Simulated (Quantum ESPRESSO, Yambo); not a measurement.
# A GW chain in Yambo: AlN (P6_3mc), part 3 of 3

Wanted: ground state, empty states, screening and self-energy for AlN (P6_3mc).

Quantum ESPRESSO 7.5 and Yambo 5.3.0; PBE and many-body steps on it, plane waves. Known limits of the many-body steps: not at the basis limit; coarse k mesh.

So far. Step 3 (Bands along the symmetry lines): The gap is 4.221 eV, as in the run before at this level. Step 4 (Empty states on the mesh, 3×3×4 mesh, 182 bands): On this mesh the gap is 4.221 eV.

The database entry behind the starting cell differs from later determinations by our own check (inner coordinate u about 0.002 short), so it need not match the best structure at ambient conditions.

### 6. Screening and self-energy, 3×3×4 mesh, 182 bands, screening to 210.9 eV

G0W0 replaces the xc potential by the self-energy, built once from these orbitals. Only a window of levels is corrected, while the sums run over the empty bands that the input names.

This step: G0W0 on PBE, plane waves, norm-conserving pseudopotentials.

Contents of gw1.in:

```
HF_and_locXC
gw0
dyson
ppa
em1d
rim_cut
RandQpts= 1000000
RandGvec= 1 RL
EXXRLvcs= 72 Ry
VXCRLvcs= 288 Ry
Chimod= "HARTREE"
% BndsRnXp
 1 | 182 |
%
NGsBlkXp= 15.5 Ry
% LongDrXp
 1 | 1 | 1 |
%
% GbndRnge
 1 | 182 |
%
DysSolver= "n"
ExtendOut
PPAPntXp= 27.21138 eV
% QPkrange
 1 | 10 | 3 | 14 |
%
```

Launch:

```console
> OMP_NUM_THREADS=1 mpirun -n 4 yambo -F gw1.in -J gw1 -C gw1 > gw1.log
```

What it wrote:

```text
 Yambo, version 5.3.0

 [02] CORE Variables Setup
 =========================

  [... cell, symmetries and grids as in the set-up ...]

  [02.05] Energies & Occupations
  ==============================

  [X] === General ===
  [X] Electronic Temperature                        :  0.000000  0.000000 [eV K]
  [X] Bosonic    Temperature                        :  0.000000  0.000000 [eV K]
  [X] Finite Temperature mode                       : no
  [X] El. density                                   :  0.38275E+24 [cm-3]
  [X] Fermi Level                                   :  7.106664 [eV]

  [X] === Gaps and Widths ===
  [X] Conduction Band Min                           :  4.220509 [eV]
  [X] Valence Band Max                              :  0.000000 [eV]
  [X] Filled Bands                                  :   8
  [X] Empty Bands                                   :    9  182
  [X] Direct Gap                                    :  4.220509 [eV]
  [X] Direct Gap localized at k                     :  1
  [X] Indirect Gap                                  :  4.220509 [eV]
  [X] Indirect Gap between kpts                     :  1  1
  [X] Last valence band width                       :  2.371270 [eV]
  [X] 1st conduction band width                     :  3.218767 [eV]

 [03] Transferred momenta grid and indexing
 ==========================================

 IBZ Q-points                                      :  10
 BZ  Q-points                                      :   36

 K/Q-points units:
 rlu = crystal or reduced units; cc = cartesian coordinates; iku = interal k-units

 Q [ 1]         [rlu]:  0.000000  0.000000  0.000000
 Q [ 2]         [rlu]:  0.000000  0.000000  0.250000
 Q [ 3]         [rlu]:  0.000000  0.000000 -0.500000
 Q [ 4]         [rlu]: -0.40821E-19  0.33333       0.0000
 Q [ 5]         [rlu]: -0.40821E-19  0.33333      0.25000
 Q [ 6]         [rlu]: -0.40821E-19  0.33333     -0.50000
 Q [ 7]         [rlu]:  0.333333  0.333333  0.000000
 Q [ 8]         [rlu]:  0.333333  0.333333  0.250000
 Q [ 9]         [rlu]:  0.333333  0.333333 -0.500000
 Q [10]         [rlu]:  0.40821E-19 -0.33333      0.25000

 [04] Coloumb potential Random Integration (RIM)
 ===============================================

  [04.01] RIM initialization
  ==========================

  * Diagonal components only detected *

  8 x (sBL volume)        :  0.195400 [a.u.]
  sBZ random points       :  1000000
  Points outside the sBZ  :   7994252
  RL volume               :  0.879301 [a.u.]
  Integrated volume       :  0.879933 [a.u.]

  [04.02] RIM integrals
  =====================

  Gamma point sphere radius             :  0.105259 [a.u.]
  Points outside the sphere             :   811608
  [Int_sBZ(q=0) 1/q^2]*(Vol_sBZ)^(-1/3) =:  7.236165
                                 should be <:  7.795600

  Summary of Coulomb integrals for non-metallic bands |Q|[au] RIM/Bare

  Q [1] 0.100000E-4 0.928237 * Q [2] 0.166880 0.646012
  Q [3] 0.333760 0.872534 * Q [4] 0.411102 1.143679
  Q [10] 0.443682 1.087027 * Q [5] 0.443682 1.086663
  Q [6] 0.529529 1.022105 * Q [7] 0.712050 1.044470
  Q [8] 0.731344 1.037865 * Q [9] 0.786391 1.024498

 [05] Dipoles
 ============

  [05.01] Setup: observables and procedures
  =========================================

  [WARNING] [x,Vnl] slows the Dipoles computation. To neglect it rename the ns.kb_pp file

 [06] Dynamic Dielectric Matrix (PPA)
 ====================================

 [WR./gw1//ndb.pp]---------------------------------------------------------------
  Brillouin Zone Q/K grids (IBZ/BZ)                :   10   36   10   36
  RL vectors                                       :   3777 [WF]
  Coulomb cutoff potential                         : none
  Electronic Temperature                           :  0.000000 [K]
  Bosonic    Temperature                           :  0.000000 [K]
  PPA    diel. fun.  energies                      : Perdew, Burke & Ernzerhof(X)+Perdew, Burke & Ernzerhof(C)
  wavefunctions                                    : Perdew, Burke & Ernzerhof(X)+Perdew, Burke & Ernzerhof(C)
  Global Gauge                                     : length
  X matrix size                                    :  313
  X band range                                     :    1  182
  X e/h energy range                               : -1.000000 -1.000000 [eV]
  X Time ordering                                  : R
  X Hxc Kernel                                     : HARTREE
  X Drude frequency                                :  0.000000  0.000000
  X poles                                          :  100.0000 [o/o]
  RL vectors in the sum                            :   3777
  [r,Vnl] included                                 : yes
  Field direction                                  :  0.577350E-5  0.577350E-5  0.577350E-5
  BZ energy Double Grid                            : no
  BZ energy DbGd points                            : 0
  BZ Q point size factor                           : -1.000000
  X Optical Averaged directions                    : none

 [07] Local Exchange-Correlation + Non-Local Fock
 ================================================

 [VXC] Plane waves :  23187
 [EXS] Plane waves :  2875

 QP @ state[ 1 ] K range:   1  10
 QP @ state[ 1 ] b range:   3  14

 [xc] Functional : Perdew, Burke & Ernzerhof(X)+Perdew, Burke & Ernzerhof(C)
 [xc] LIBXC used to calculate xc functional
  PP Number of Atomic Species                      :  2
  NLCC RL compoments                               :  23187
  PP Number of Atomic Species                      :  2
  NLCC RL compoments                               :  23187

 [xc] E_xc :  -6.931593 [Ha]
      E_xc :  -13.86319 [Ry]

  Local XC kind (lXC) : Perdew, Burke & Ernzerhof(X)+Perdew, Burke & Ernzerhof(C)
  Non-Local XC kind (nlXC) : Hartree-Fock

  Corrections @ K [1] :  [eV]
 <3|nlXC|3> = -18.50954  0.78569E-17 <3|lXC|3> = -12.68621 -0.94409E-16
 <4|nlXC|4> = -20.90322 -0.52764E-17 <4|lXC|4> = -16.48961 -0.37763E-15
 <5|nlXC|5> = -20.90276 -0.23684E-16 <5|lXC|5> = -16.48961  0.94408E-16
 <6|nlXC|6> = -21.12526 -0.27407E-16 <6|lXC|6> = -16.99289  0.56645E-15
 <7|nlXC|7> = -21.12496  0.23897E-16 <7|lXC|7> = -16.99289  0.37763E-15
 <8|nlXC|8> = -20.86447  0.36543E-16 <8|lXC|8> = -17.08523  0.37763E-15
 <9|nlXC|9> = -7.867130  0.45084E-17 <9|lXC|9> = -12.50474 -0.94409E-16
 <10|nlXC|10> = -5.604894 -0.19318E-17 <10|lXC|10> = -10.79204 -0.94408E-16
 <11|nlXC|11> = -7.260713 -0.10642E-17 <11|lXC|11> = -14.07039 -0.85699E-21
 <12|nlXC|12> = -3.931875  0.18316E-18 <12|lXC|12> = -9.586648 -0.47204E-16
[...]
Corrections @ K [2] :  [eV]
[...]
Corrections @ K [3] :  [eV]
[...]
Corrections @ K [4] :  [eV]
[...]
Corrections @ K [5] :  [eV]
[...]
[... 4 further k-points ...]
  Corrections @ K [10] :  [eV]
[...]
<10|nlXC|10> = -5.407514  0.23542E-17 <10|lXC|10> = -10.43960 -0.82608E-16
 <11|nlXC|11> = -6.624891  0.33774E-17 <11|lXC|11> = -12.36382  0.16521E-15
 <12|nlXC|12> = -5.319750 -0.11825E-17 <12|lXC|12> = -11.14118  0.94408E-16
 <13|nlXC|13> = -5.821700 -0.22164E-17 <13|lXC|13> = -12.09921 -0.18882E-15
 <14|nlXC|14> = -4.133731 -0.32443E-18 <14|lXC|14> = -9.985946 -0.47204E-16

  [07.01] Hartree-Fock occupations report
  =======================================

  [Hartree-Fock] === General ===
  [Hartree-Fock] Electronic Temperature             :  0.000000  0.000000 [eV K]
  [Hartree-Fock] Bosonic    Temperature             :  0.000000  0.000000 [eV K]
  [Hartree-Fock] Finite Temperature mode            : no
  [Hartree-Fock] El. density                        :  0.38275E+24 [cm-3]
  [Hartree-Fock] Fermi Level                        :  7.106664 [eV]

  [Hartree-Fock] === Gaps and Widths ===
  [Hartree-Fock] Conduction Band Min                :  8.858121 [eV]
  [Hartree-Fock] Valence Band Max                   : -3.779240 [eV]
  [Hartree-Fock] Filled Bands                       :   8
  [Hartree-Fock] Empty Bands                        :    9  182
  [Hartree-Fock] Direct Gap                         :  12.63736 [eV]
  [Hartree-Fock] Direct Gap localized at k          :  1
  [Hartree-Fock] Indirect Gap                       :  12.63736 [eV]
  [Hartree-Fock] Indirect Gap between kpts          :  1  1
  [Hartree-Fock] Last valence band width            :  3.268972 [eV]
  [Hartree-Fock] 1st conduction band width          :  3.860554 [eV]

 [08] Dyson equation: Newton solver
 ==================================

  [08.01] G0W0 (W PPA)
  ====================

  [  GW  ] Bands range     :    1  182
  [GW/PPA] G damping       :  0.100000 [eV]

  QP @ state[ 1 ] K range:   1  10
  QP @ state[ 1 ] b range:   3  14

   Sc/G bands                                       :    1  182
   Sc/G damping                                     :  0.100000 ev
   Sc bands terminator                              : no
   Sx RL components                                 :  2875

   QP @ state[ 1 ] K range                          :   1  10
   QP @ state[ 1 ] b range                          :   3  14
   GF energies kind                                 : Perdew, Burke & Ernzerhof(X)+Perdew, Burke & Ernzerhof(C)
   GF WF`s kind                                     : Perdew, Burke & Ernzerhof(X)+Perdew, Burke & Ernzerhof(C)
   Xs energies kind                                 : Perdew, Burke & Ernzerhof(X)+Perdew, Burke & Ernzerhof(C)
   Xs WF`s kind                                     : Perdew, Burke & Ernzerhof(X)+Perdew, Burke & Ernzerhof(C)

 [11] Game Over & Game summary
```

Wall time 12 min (4 MPI ranks of Arm Neoverse V1, shared host); peak memory 1.5 GiB.

Numbers from this step:

```
G0W0 gap on the mesh                         : 5.594 eV
starting gap on the mesh                     : 4.221 eV
k of the valence top                         : 0, 0, 0
k of the conduction bottom                   : 0, 0, 0
least direct G0W0 gap on the computed points : 5.594 eV
Z at the valence top                         : 0.7927
Z at the conduction bottom                   : 0.8191
```

The gap on the mesh goes from 4.22 eV to 5.59 eV, a correction of +1.37 eV.

Limits: finite bands, cutoff and mesh; coarse k mesh. v1 is the top filled band, c1 the lowest empty one. Levels before and after the correction, in eV, zero at the valence-band top of each column:

```tsv
	conduction bottom	valence top
Kohn-Sham	4.22	0.00
G0W0	5.59	0.00
```

```tsv
	level	energy (eV)
Kohn-Sham	Γ v4	-0.831
Kohn-Sham	Γ v3-v2	-0.180
Kohn-Sham	Γ v1	0.000
Kohn-Sham	Γ c1	4.221
Kohn-Sham	Γ c2	6.676
Kohn-Sham	Γ c3	10.592
Kohn-Sham	Γ c4	11.191
G0W0	Γ v4	-1.032
G0W0	Γ v3-v2	-0.263
G0W0	Γ v1	0.000
G0W0	Γ c1	5.594
G0W0	Γ c2	8.087
G0W0	Γ c3	12.549
G0W0	Γ c4	12.590
```

### 7. Where the time went

Times are wall times on the hardware named with each run, good to a factor of about two.

```tsv
step	time	share	memory (GiB)
ground state	5.8 s	1 %	0.23
bands along the symmetry lines	4.6 s	1 %	0.2
empty states on the mesh	15 s	2 %	0.38
conversion and set-up	2.1 s	0 %	0.23
screening and self-energy	12 min	96 %	1.5
```

### 8. What came out

- PBE gap: 4.22 eV, direct
- G0W0 gap on the mesh: 5.59 eV
- GW settings: 3×3×4 mesh, 182 bands, screening to 210.9 eV, Godby-Needs plasmon pole
- known limits: not at the basis limit; coarse k mesh

What this shows: G0W0 moves the gap on the mesh from 4.22 eV to 5.59 eV (+1.37 eV), with Z of 0.79 and 0.82 at the edges. The dearest step here is «screening and self-energy». Bands and cutoff are finite, so the gap is not at the basis limit. The miss can reach some tenths of an eV and take either sign; the mesh is an error of its own. The 3×3×4 mesh is coarse for this cell, which bears on the long-range parts of exchange and screening.

[Paths, hosts, dates, memory and timing lines, banners, echoed tables and standing remarks are left out of the program output.]

[Logs are printed without paths, hosts, clocks, repeated set-up lines and the standing remarks that a program may print on its own settings, such as how far it seeks lower states.]

[Runs of the session that timed out or met a known fault of the program may be left out.]

[Hosts, paths, dates, database ids (printed as entryN), source tags and the programs' standing remarks are cut or masked in the printed files.]
